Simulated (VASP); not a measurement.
Set up this calculation in VASP 6.6.1, as the native input.

| Property | Result |
| --- | --- |
| Task | dielectric tensor |
| Functional | PBE |
| Potentials or basis | VASP PAW PBE potentials, release 64 (Al, N) |
| Cutoff | 520 eV |
| k mesh | 8 × 8 × 4 |
| Occupations | gaussian, width 0.01 eV |
| Spin | no spin polarisation |
| Dipole correction | no |
| Further INCAR settings | ALGO = Normal; EDIFF = 1e-08 |

The structure of AlN lies in POSCAR:

```
AlN
1.0
    3.1122758884      0.0000000000      0.0000000000
   -1.5561379442      2.6953099829      0.0000000000
    0.0000000000      0.0000000000      4.9833180591
Al N
2 2
Direct
    0.3333333333      0.6666666667     -0.0009177615
    0.6666666667      0.3333333333      0.4990822385
    0.3333333333      0.6666666667      0.3809177615
    0.6666666667      0.3333333333      0.8809177615
```

One way to write it, as run:

INCAR

```
SYSTEM = AlN
PREC = Accurate
ENCUT = 520
EDIFF = 1E-8
ISMEAR = 0
SIGMA = 0.01
LREAL = .False.
LASPH = .True.
NELM = 100
ALGO = Normal
ISIF = 2
LWAVE = .False.
LCHARG = .False.
GGA = PE
LEPSILON = .True.
```

KPOINTS

```
regular mesh
0
Gamma
  8 8 4
  0 0 0
```

Potentials or basis: VASP PAW PBE potentials, release 64 (Al, N).

Run with:

```console
$ cat potpaw_PBE.64/Al/POTCAR potpaw_PBE.64/N/POTCAR > POTCAR
$ mpirun -np 1 vasp_std > vasp.out
```

It gave:

```json
{
 "Band gap on the k mesh": "4.20 eV, direct",
 "Electronic dielectric tensor (diagonal)": "4.44, 4.44, 4.66",
 "Born charges (mean of the diagonal)": "Al +2.57; N -2.57 e"
}
```

Wall time 82 s on 1 thread of Intel(R) Xeon(R) Platinum 8488C (Sapphire Rapids) (shared host), peak memory 0.23 GiB.
